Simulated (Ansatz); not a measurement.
**SiC (P6_3mc), a sublattice moved along a line**

The calculation used DFT PBE, scalar-relativistic, plane waves, PAW (Ansatz 0.2.0). Cutoff 420 eV, Γ-centred 12×12×4 k-points, Gaussian smearing of 0.05 eV. No spin polarisation. Energies are free energies at this smearing, counted from the undisturbed cell; pressure is positive in compression.

Zero of the scan (relaxed at this level):

```yaml
crystal:
  lattice:
    - [3.09412, 0.00000, 0.00000]
    - [-1.54706, 2.67959, 0.00000]
    - [0.00000, 0.00000, 10.12934]
  atoms:
    - { symbol: Si, position: [0.66667, 0.33333, 0.93784] }
    - { symbol: Si, position: [0.33333, 0.66667, 0.43784] }
    - { symbol: Si, position: [0.00000, 0.00000, 0.68790] }
    - { symbol: Si, position: [0.00000, 0.00000, 0.18790] }
    - { symbol: C, position: [0.66667, 0.33333, 0.74981] }
    - { symbol: C, position: [0.33333, 0.66667, 0.24981] }
    - { symbol: C, position: [0.00000, 0.00000, 0.50045] }
    - { symbol: C, position: [0.00000, 0.00000, 0.00045] }
```

Every C atom is moved by x along the Cartesian unit vector (0.000, 0.000, 1.000); the cell and all other atoms stay fixed.

| x (Å) | ΔE (meV/cell) | force along x on the moved atoms (eV/Å) | pressure (GPa) | gap on the mesh (eV) |
| --- | --- | --- | --- | --- |
| -0.1000 | 311.0 | 5.76 | 1.0 | 1.79 |
| -0.0750 | 181.5 | 4.57 | 0.6 | 1.91 |
| -0.0500 | 83.7 | 3.23 | 0.3 | 2.03 |
| -0.0250 | 21.7 | 1.70 | 0.1 | 2.15 |
| 0.0000 | 0.0 | 0.00 | 0.0 | 2.22 |
| 0.0250 | 23.3 | -1.89 | 0.1 | 2.14 |
| 0.0500 | 96.4 | -3.99 | 0.3 | 2.04 |
| 0.0750 | 224.4 | -6.29 | 0.6 | 1.95 |
| 0.0875 | 310.7 | -7.53 | 0.9 | 1.90 |
| 0.1000 | 412.8 | -8.82 | 1.2 | 1.85 |